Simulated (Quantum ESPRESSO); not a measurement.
# BAs (F-43m) in Quantum ESPRESSO: a series of runs

The runs below take BAs through single point, equation of state, with PBEsol.

Program: Quantum ESPRESSO 7.5. These are calculated values, not measurements. Logs are shortened: lines on timing, memory, paths and dates and some standing lists are left out, and cuts for length are marked.

**Measured values to compare with.**

“Basic Physical Properties of Cubic Boron Arsenide”, 2019, arxiv:1911.11281 quotes, for a bulk crystal of BAs: bulk modulus 148 GPa.

The runs below are set against these values where they give the same quantity.

**1. Starting point**

It takes space group F-43m (No. 216, cubic). Conventional cell: a = 4.777 Å, b = 4.777 Å, c = 4.777 Å, α = 90.00°, β = 90.00°, γ = 90.00°. Around As (site symmetry -43m) lie 4 B at 2.07 Å. B (site symmetry -43m) has 4 As at 2.07 Å as nearest neighbours.

**2. Single point, PBEsol, 12.81 Å³/atom**

The input, pw.in:

```
&CONTROL
  calculation = 'scf'
  prefix = 'pwscf'
  outdir = './tmp'
  pseudo_dir = './pseudo'
  tprnfor = .true.
  tstress = .true.
  disk_io = 'nowf'
/
&SYSTEM
  ibrav = 0
  nat = 2
  ntyp = 2
  ecutwfc = 84
  nbnd = 15
  occupations = 'smearing'
  smearing = 'fd'
  degauss = 0.00367493
/
&ELECTRONS
  conv_thr = 4d-10
  electron_maxstep = 120
  mixing_beta = 0.5
/
ATOMIC_SPECIES
As    74.9216 As.upf
B     10.8100 B.upf
CELL_PARAMETERS angstrom
   0.0000000000    2.3397414207    2.3397414207
   2.3397414207    0.0000000000    2.3397414207
   2.3397414207    2.3397414207    0.0000000000
ATOMIC_POSITIONS crystal
As     0.7500000000    0.7500000000    0.7500000000
B      0.0000000000    0.0000000000    0.0000000000
K_POINTS automatic
10 10 10 0 0 0
```

Potentials or basis: PseudoDojo 0.4.1 SR PBEsol standard.

On the command line:

```sh
$ OMP_NUM_THREADS=1 pw.x -in pw.in > pw.out
```

pw.out:

```text
This program is part of the open-source Quantum ESPRESSO suite
     for quantum simulation of materials; please cite
[... 9 lines left out ...]
     --------------------
     sticks:   dense  smooth     PW     G-vecs:    dense   smooth      PW
     Sum         913     913    271                18053    18053    2975

     Using Slab Decomposition

     bravais-lattice index     =            0
     lattice parameter (alat)  =       6.2529  a.u.
     unit-cell volume          =     172.8742 (a.u.)^3
     number of atoms/cell      =            2
     number of atomic types    =            2
     number of electrons       =        18.00
     number of Kohn-Sham states=           15
     kinetic-energy cutoff     =      84.0000  Ry
     charge density cutoff     =     336.0000  Ry
     scf convergence threshold =      4.0E-10
     mixing beta               =       0.5000
     number of iterations used =            8  plain     mixing
     Exchange-correlation= PBESOL
                           (   1   4  10   8   0   0   0)

     celldm(1)=   6.252904  celldm(2)=   0.000000  celldm(3)=   0.000000
     celldm(4)=   0.000000  celldm(5)=   0.000000  celldm(6)=   0.000000

     crystal axes: (cart. coord. in units of alat)
               a(1) = (   0.000000   0.707107   0.707107 )
               a(2) = (   0.707107   0.000000   0.707107 )
               a(3) = (   0.707107   0.707107   0.000000 )

     reciprocal axes: (cart. coord. in units 2 pi/alat)
               b(1) = ( -0.707107  0.707107  0.707107 )
               b(2) = (  0.707107 -0.707107  0.707107 )
               b(3) = (  0.707107  0.707107 -0.707107 )

     PseudoPot. # 1 for As read from file:
     As.upf
     Pseudo is Norm-conserving + core correction, Zval = 15.0
     Generated using ONCVPSP code by D. R. Hamann
     Using radial grid of 1342 points,  6 beta functions with:
                l(1) =   0
                l(2) =   0
                l(3) =   1
                l(4) =   1
                l(5) =   2
                l(6) =   2

     PseudoPot. # 2 for B  read from file:
     B.upf
     Pseudo is Norm-conserving + core correction, Zval =  3.0
     Generated using ONCVPSP code by D. R. Hamann
     Using radial grid of 1534 points,  4 beta functions with:
                l(1) =   0
                l(2) =   0
                l(3) =   1
                l(4) =   1

     atomic species   valence    mass     pseudopotential
     As               15.00    74.92160     As( 1.00)
     B                 3.00    10.81000     B ( 1.00)

     24 Sym. Ops. (no inversion) found

   Cartesian axes

     site n.     atom                  positions (alat units)
         1        As     tau(   1) = (   1.0606602   1.0606602   1.0606602  )
         2        B      tau(   2) = (   0.0000000   0.0000000   0.0000000  )

     number of k points=    47  Fermi-Dirac smearing, width (Ry)=  0.0037
                       cart. coord. in units 2pi/alat
        k(    1) = (   0.0000000   0.0000000   0.0000000), wk =   0.0020000
        k(    2) = (   0.0707107   0.0707107  -0.0707107), wk =   0.0160000
        k(    3) = (   0.1414214   0.1414214  -0.1414214), wk =   0.0160000
        k(    4) = (   0.2121320   0.2121320  -0.2121320), wk =   0.0160000
        k(    5) = (   0.2828427   0.2828427  -0.2828427), wk =   0.0160000
        k(    6) = (  -0.3535534  -0.3535534   0.3535534), wk =   0.0080000
[... 39 lines left out ...]
        k(   46) = (  -0.0707107  -0.3535534   0.6363961), wk =   0.0480000
        k(   47) = (  -0.7071068   0.2828427   0.0000000), wk =   0.0240000

     Dense  grid:    18053 G-vectors     FFT dimensions: (  40,  40,  40)

     Initial potential from superposition of free atoms

     starting charge      17.9995, renormalised to      18.0000
     Starting wfcs are   13 randomized atomic wfcs +    2 random wfcs

     Self-consistent Calculation

     iteration #  1     ecut=    84.00 Ry     beta= 0.50
     Davidson diagonalization with overlap
     ethr =  1.00E-02,  avg # of iterations =  5.3

     Threshold (ethr) on eigenvalues was too large:
     Diagonalizing with lowered threshold

     Davidson diagonalization with overlap
     ethr =  9.34E-04,  avg # of iterations =  1.0

     total energy              =    -217.71157534 Ry
     estimated scf accuracy    <       0.16953909 Ry

     iteration #  2     ecut=    84.00 Ry     beta= 0.50
     Davidson diagonalization with overlap
     ethr =  9.42E-04,  avg # of iterations =  2.1

     total energy              =    -217.74166134 Ry
     estimated scf accuracy    <       0.00987172 Ry

     iteration #  3     ecut=    84.00 Ry     beta= 0.50
     Davidson diagonalization with overlap
     ethr =  5.48E-05,  avg # of iterations =  3.5

     total energy              =    -217.74219739 Ry
     estimated scf accuracy    <       0.00144374 Ry

     iteration #  4     ecut=    84.00 Ry     beta= 0.50
     Davidson diagonalization with overlap
     ethr =  8.02E-06,  avg # of iterations =  2.9

     total energy              =    -217.74228070 Ry
     estimated scf accuracy    <       0.00002685 Ry

     iteration #  5     ecut=    84.00 Ry     beta= 0.50
     Davidson diagonalization with overlap
     ethr =  1.49E-07,  avg # of iterations =  2.6

     total energy              =    -217.74228596 Ry
     estimated scf accuracy    <       0.00000248 Ry

     iteration #  6     ecut=    84.00 Ry     beta= 0.50
     Davidson diagonalization with overlap
     ethr =  1.38E-08,  avg # of iterations =  1.9

     total energy              =    -217.74228641 Ry
     estimated scf accuracy    <       0.00000012 Ry

     iteration #  7     ecut=    84.00 Ry     beta= 0.50
     Davidson diagonalization with overlap
     ethr =  6.50E-10,  avg # of iterations =  2.0

     total energy              =    -217.74228643 Ry
     estimated scf accuracy    <          7.9E-09 Ry

     iteration #  8     ecut=    84.00 Ry     beta= 0.50
     Davidson diagonalization with overlap
     ethr =  4.41E-11,  avg # of iterations =  2.0

     End of self-consistent calculation

          k = 0.0000 0.0000 0.0000 (  2229 PWs)   bands (ev):

   -23.7150 -23.7150 -23.7150 -23.6879 -23.6879  -3.7332  12.2836  12.2836
    12.2836  15.6196  15.6196  15.6196  17.7554  21.9699  25.6977

          k = 0.0707 0.0707-0.0707 (  2214 PWs)   bands (ev):

   -23.7146 -23.7141 -23.7141 -23.6878 -23.6878  -3.5593  10.8382  11.9580
    11.9580  15.8766  16.0472  16.0472  18.5083  22.6689  24.4338

          k = 0.1414 0.1414-0.1414 (  2220 PWs)   bands (ev):

   -23.7136 -23.7117 -23.7117 -23.6875 -23.6875  -3.0452   8.3614  11.3459
    11.3459  15.7626  16.8000  16.8000  19.9632  23.6519  23.6984

          k = 0.2121 0.2121-0.2121 (  2235 PWs)   bands (ev):

   -23.7123 -23.7095 -23.7095 -23.6865 -23.6865  -2.2246   5.9445  10.8098
    10.8098  15.5309  17.1828  17.1828  21.0102  23.8721  24.1639

          k = 0.2828 0.2828-0.2828 (  2247 PWs)   bands (ev):

   -23.7113 -23.7081 -23.7081 -23.6851 -23.6851  -1.2262   3.9425  10.4676
    10.4676  15.3691  17.1647  17.1647  21.2077  24.7029  25.8345

          k =-0.3536-0.3536 0.3536 (  2252 PWs)   bands (ev):

   -23.7109 -23.7078 -23.7078 -23.6845 -23.6845  -0.6230   2.9987  10.3514
    10.3514  15.3140  17.1077  17.1077  21.1566  25.3502  27.3926

          k = 0.1414-0.0000 0.0000 (  2213 PWs)   bands (ev):
[... 99 lines left out ...]
          k =-0.0000-0.4243 0.4243 (  2261 PWs)   bands (ev):

   -23.7110 -23.7048 -23.7014 -23.6877 -23.6862  -0.1162   4.5123   6.0255
     9.4610  15.1478  19.8440  20.2303  21.0751  22.9161  23.8224

          k = 0.5657-0.0000 0.0000 (  2249 PWs)   bands (ev):

   -23.7209 -23.6967 -23.6967 -23.6951 -23.6810  -0.2638   4.7383   8.1631
     8.1631  13.3173  14.3947  23.2117  23.2117  25.1485  29.8956

          k =-0.0707-0.6364 0.6364 (  2247 PWs)   bands (ev):

   -23.7202 -23.6964 -23.6957 -23.6947 -23.6810   0.4818   3.8703   7.3611
     8.0868  13.6796  14.6753  23.4517  23.4610  25.3449  29.7017

          k = 0.0000-0.5657 0.5657 (  2253 PWs)   bands (ev):

   -23.7173 -23.6981 -23.6965 -23.6933 -23.6823   0.8194   3.7023   6.2205
     8.3341  13.9810  16.7014  22.5989  22.9957  24.0452  26.9996

          k =-0.7071 0.0000 0.0000 (  2272 PWs)   bands (ev):

   -23.7216 -23.6959 -23.6947 -23.6947 -23.6803   0.7763   3.4115   7.9236
     7.9236  13.5534  13.5696  24.2643  24.2643  25.6736  30.4634

          k = 0.2828 0.1414 0.0000 (  2240 PWs)   bands (ev):

   -23.7154 -23.7084 -23.7082 -23.6897 -23.6854  -2.5920   8.0879   9.1961
    10.8314  15.3661  17.6234  18.6105  18.7658  22.8099  25.2448

          k = 0.3536 0.2121-0.0707 (  2249 PWs)   bands (ev):

   -23.7138 -23.7070 -23.7056 -23.6893 -23.6845  -1.7841   6.1400   8.4653
    10.2343  15.9339  17.5517  18.6703  19.5518  23.4784  25.5467

          k =-0.2828-0.4243 0.5657 (  2256 PWs)   bands (ev):

   -23.7116 -23.7070 -23.7038 -23.6879 -23.6843  -0.8076   4.2762   8.2252
     9.6735  16.1310  17.1709  19.1683  20.6289  24.0620  25.9615

          k =-0.2121-0.3536 0.4950 (  2244 PWs)   bands (ev):

   -23.7104 -23.7074 -23.7033 -23.6869 -23.6846  -0.2239   3.3810   8.1776
     9.4441  16.1748  16.9738  19.2515  21.7403  23.6617  26.7401

          k = 0.4243 0.1414-0.0000 (  2243 PWs)   bands (ev):

   -23.7172 -23.7036 -23.7019 -23.6917 -23.6832  -1.4988   6.4210   8.1273
     9.1390  14.7376  16.7209  19.5268  21.0620  24.1882  27.2736

          k =-0.2121-0.4950 0.6364 (  2247 PWs)   bands (ev):

   -23.7151 -23.7035 -23.6998 -23.6911 -23.6831  -0.5819   4.9628   7.3445
     8.6236  15.3399  17.4841  19.1336  21.6811  24.5027  27.3625

          k =-0.1414-0.4243 0.5657 (  2246 PWs)   bands (ev):
[... 9 lines left out ...]
          k = 0.0000-0.2828 0.4243 (  2253 PWs)   bands (ev):

   -23.7118 -23.7069 -23.7022 -23.6892 -23.6846  -0.9313   5.3887   6.9170
     9.5618  16.5135  17.6715  18.7302  20.8764  23.5390  25.4809

          k =-0.1414-0.5657 0.7071 (  2255 PWs)   bands (ev):

   -23.7186 -23.6992 -23.6969 -23.6936 -23.6818  -0.1161   4.6762   7.4933
     7.9031  14.4594  15.3815  21.4173  23.1650  25.0357  28.6363

          k =-0.0707-0.4950 0.6364 (  2243 PWs)   bands (ev):

   -23.7159 -23.7006 -23.6961 -23.6926 -23.6827   0.6246   3.9702   6.4582
     7.7923  14.9877  16.8702  20.9505  22.6903  24.4381  27.8929

          k = 0.0000-0.4243 0.5657 (  2246 PWs)   bands (ev):

   -23.7125 -23.7036 -23.6971 -23.6907 -23.6843   0.6473   4.0237   5.8218
     8.1953  15.4193  19.0967  20.2133  21.2038  23.5184  26.3047

          k =-0.7071 0.1414 0.0000 (  2242 PWs)   bands (ev):

   -23.7191 -23.6972 -23.6955 -23.6940 -23.6813   0.8403   3.5656   7.3514
     7.4220  14.6040  14.6888  23.0352  23.3367  25.2624  29.0882

          k =-0.1414-0.4243 0.7071 (  2254 PWs)   bands (ev):

   -23.7126 -23.7048 -23.6971 -23.6910 -23.6838   0.2600   4.4045   6.4121
     7.7974  16.7315  17.6579  18.6824  22.4197  23.7760  27.0742

          k =-0.0707-0.3536 0.6364 (  2248 PWs)   bands (ev):

   -23.7105 -23.7062 -23.6962 -23.6908 -23.6843   0.7233   4.0081   6.1595
     7.4282  17.0188  18.2121  19.4139  20.6321  24.1766  27.6793

          k =-0.7071 0.2828 0.0000 (  2250 PWs)   bands (ev):

   -23.7129 -23.7035 -23.6953 -23.6919 -23.6835   0.9516   3.8894   6.5095
     6.7705  16.7968  17.2598  20.4710  20.4731  25.1373  28.6109

     the Fermi energy is    12.7831 ev

!    total energy              =    -217.74228643 Ry
     estimated scf accuracy    <          3.7E-10 Ry
     smearing contrib. (-TS)   =      -0.00000002 Ry
     internal energy E=F+TS    =    -217.74228641 Ry

     The total energy is F=E-TS. E is the sum of the following terms:
     one-electron contribution =     -98.10973429 Ry
     hartree contribution      =      59.44109545 Ry
     xc contribution           =     -49.58822344 Ry
     ewald contribution        =    -129.48542412 Ry

     convergence has been achieved in   8 iterations

     Forces acting on atoms (cartesian axes, Ry/au):

     atom    1 type  1   force =    -0.00000000    0.00000000   -0.00000000
     atom    2 type  2   force =     0.00000000   -0.00000000    0.00000000

     Total force =     0.000000     Total SCF correction =     0.000000

     Computing stress (Cartesian axis) and pressure

          total   stress  (Ry/bohr**3)                   (kbar)     P=       89.25
   0.00060668  -0.00000000   0.00000000           89.25       -0.00        0.00
  -0.00000000   0.00060668  -0.00000000           -0.00       89.25       -0.00
   0.00000000  -0.00000000   0.00060668            0.00       -0.00       89.25

=------------------------------------------------------------------------------=
   JOB DONE.
=------------------------------------------------------------------------------=
```

Wall time 19 s (1 thread of Arm Neoverse V2, shared host); peak memory 0.06 GiB.

What came out:

| Quantity | Value |
| --- | --- |
| Free energy | -2962.5347 eV |
| Pressure | 8.9 GPa |
| Band gap on the k mesh | 1.03 eV, indirect (least direct gap 3.34 eV) |

**3. Single point, PBEsol, 13.08 Å³/atom**

Edit pw.in of step 2 so:

```diff
@@ -28,5 +28,5 @@
 CELL_PARAMETERS angstrom
-   0.0000000000    2.3397414207    2.3397414207
-   2.3397414207    0.0000000000    2.3397414207
-   2.3397414207    2.3397414207    0.0000000000
+   0.0000000000    2.3562190158    2.3562190158
+   2.3562190158    0.0000000000    2.3562190158
+   2.3562190158    2.3562190158    0.0000000000
 ATOMIC_POSITIONS crystal
```

Potentials or basis: PseudoDojo 0.4.1 SR PBEsol standard.

On the command line:

```sh
$ OMP_NUM_THREADS=1 pw.x -in pw.in > pw.out
```

It took 19 s on 1 thread of Arm Neoverse V2, shared host; peak memory 0.06 GiB.

It converged, with:

| Property | Result |
| --- | --- |
| Free energy | -2962.5590 eV |
| Pressure | 5.4 GPa |
| Band gap on the k mesh | 1.05 eV, indirect (least direct gap 3.31 eV) |

**4. Single point, PBEsol, 13.35 Å³/atom**

Edit pw.in of step 3 so:

```diff
@@ -28,5 +28,5 @@
 CELL_PARAMETERS angstrom
-   0.0000000000    2.3562190158    2.3562190158
-   2.3562190158    0.0000000000    2.3562190158
-   2.3562190158    2.3562190158    0.0000000000
+   0.0000000000    2.3724693156    2.3724693156
+   2.3724693156    0.0000000000    2.3724693156
+   2.3724693156    2.3724693156    0.0000000000
 ATOMIC_POSITIONS crystal
```

On the command line:

```sh
$ OMP_NUM_THREADS=1 pw.x -in pw.in > pw.out
```

Wall time 21 s (1 thread of Arm Neoverse V2, shared host); peak memory 0.07 GiB.

Results (log left out):

| Property | Result |
| --- | --- |
| Free energy | -2962.5718 eV |
| Pressure | 2.2 GPa |
| Band gap on the k mesh | 1.08 eV, indirect (least direct gap 3.28 eV) |

**5. Single point, PBEsol, 13.63 Å³/atom**

Edit pw.in of step 4 so:

```diff
@@ -28,5 +28,5 @@
 CELL_PARAMETERS angstrom
-   0.0000000000    2.3724693156    2.3724693156
-   2.3724693156    0.0000000000    2.3724693156
-   2.3724693156    2.3724693156    0.0000000000
+   0.0000000000    2.3885000000    2.3885000000
+   2.3885000000    0.0000000000    2.3885000000
+   2.3885000000    2.3885000000    0.0000000000
 ATOMIC_POSITIONS crystal
```

On the command line:

```sh
$ OMP_NUM_THREADS=1 pw.x -in pw.in > pw.out
```

Run time: 21 s. Hardware: 1 thread of Arm Neoverse V2, shared host; peak memory 0.07 GiB.

Results (log left out):

| Property | Result |
| --- | --- |
| Free energy | -2962.5742 eV |
| Pressure | -0.7 GPa |
| Band gap on the k mesh | 1.10 eV, indirect (least direct gap 3.26 eV) |

**6. Single point, PBEsol, 13.90 Å³/atom**

Edit pw.in of step 5 so:

```diff
@@ -28,5 +28,5 @@
 CELL_PARAMETERS angstrom
-   0.0000000000    2.3885000000    2.3885000000
-   2.3885000000    0.0000000000    2.3885000000
-   2.3885000000    2.3885000000    0.0000000000
+   0.0000000000    2.4043183418    2.4043183418
+   2.4043183418    0.0000000000    2.4043183418
+   2.4043183418    2.4043183418    0.0000000000
 ATOMIC_POSITIONS crystal
```

Potentials or basis: PseudoDojo 0.4.1 SR PBEsol standard.

On the command line:

```sh
$ OMP_NUM_THREADS=1 pw.x -in pw.in > pw.out
```

Wall time 22 s (1 thread of Arm Neoverse V2, shared host); peak memory 0.07 GiB.

It converged, with:

- Free energy: -2962.5673 eV
- Pressure: -3.3 GPa
- Band gap on the k mesh: 1.11 eV, indirect (least direct gap 3.23 eV)

**7. Single point, PBEsol, 14.17 Å³/atom**

Edit pw.in of step 6 so:

```diff
@@ -28,5 +28,5 @@
 CELL_PARAMETERS angstrom
-   0.0000000000    2.4043183418    2.4043183418
-   2.4043183418    0.0000000000    2.4043183418
-   2.4043183418    2.4043183418    0.0000000000
+   0.0000000000    2.4199312360    2.4199312360
+   2.4199312360    0.0000000000    2.4199312360
+   2.4199312360    2.4199312360    0.0000000000
 ATOMIC_POSITIONS crystal
```

On the command line:

```sh
$ OMP_NUM_THREADS=1 pw.x -in pw.in > pw.out
```

Wall time 22 s (1 thread of Arm Neoverse V2, shared host); peak memory 0.07 GiB.

Results (log left out):

```yaml
Free_energy: -2962.5519 eV
Pressure: -5.7 GPa
Band_gap_on_the_k_mesh: 1.13 eV, indirect (least direct gap 3.21 eV)
```

**8. Single point, PBEsol, 14.44 Å³/atom**

Edit pw.in of step 7 so:

```diff
@@ -28,5 +28,5 @@
 CELL_PARAMETERS angstrom
-   0.0000000000    2.4199312360    2.4199312360
-   2.4199312360    0.0000000000    2.4199312360
-   2.4199312360    2.4199312360    0.0000000000
+   0.0000000000    2.4353452264    2.4353452264
+   2.4353452264    0.0000000000    2.4353452264
+   2.4353452264    2.4353452264    0.0000000000
 ATOMIC_POSITIONS crystal
```

On the command line:

```sh
$ OMP_NUM_THREADS=1 pw.x -in pw.in > pw.out
```

It took 22 s on 1 thread of Arm Neoverse V2, shared host; peak memory 0.07 GiB.

Results (log left out):

| Quantity | Value |
| --- | --- |
| Free energy | -2962.5289 eV |
| Pressure | -7.8 GPa |
| Band gap on the k mesh | 1.15 eV, indirect (least direct gap 3.18 eV) |

**9. Equation of state, PBEsol**

Potentials or basis: PseudoDojo 0.4.1 SR PBEsol standard.

No new run: the results of the series are fitted here.

Results:

- Equilibrium volume: 13.56 Å³/atom
- Bulk modulus: 140 GPa
- Pressure derivative of the bulk modulus: 4.1

Energy against volume, from the lowest point:
| volume (Å³/atom) | energy (meV/atom) |
| --- | --- |
| 12.809 | 19.74 |
| 13.081 | 7.61 |
| 13.354 | 1.22 |
| 13.626 | 0.00 |
| 13.899 | 3.46 |
| 14.171 | 11.14 |
| 14.444 | 22.64 |

**10. Comparison with measurements**

Step 9. Measured bulk modulus of BAs: 148 GPa (quoted in “Basic Physical Properties of Cubic Boron Arsenide”, 2019, arxiv:1911.11281). This calculation gives 140 GPa (-5.3 %). The fit is for a static lattice scaled at fixed shape and fixed fractional positions.
